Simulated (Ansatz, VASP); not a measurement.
# Two plane-wave programs on Mo

```xyz
1
Lattice="0.0000 2.0783 1.7809 2.0783 0.0000 1.7809 2.0783 2.0783 0.0000" Properties=species:S:1:pos:R:3 pbc="T T T"
Mo    0.0000    0.0000    0.0000
```

Alike in both runs: task single point; functional PBE; k mesh 22 × 22 × 22; occupations gaussian, width 0.15 eV; no spin polarisation.

|  | VASP | Ansatz |
| --- | --- | --- |
| version | VASP 6.6.1 | Ansatz 0.2.0 |
| potentials or method | VASP PAW PBE potentials, release 64 (Mo_sv) | scalar-relativistic, plane waves, PAW |
| plane-wave cutoff (eV) | 520 | 420 |
| valence electrons in the cell | 14 | 14 |

```tsv
	VASP	Ansatz	Ansatz less VASP
gap on the k mesh at the Fermi level (eV)	none	none	-
pressure (GPa)	10.9	10.4	-0.56
largest component of the traceless stress (GPa)	19.13	19.15	+0.023
```

A gap of «none» marks a metal or a gap that the smearing closes.
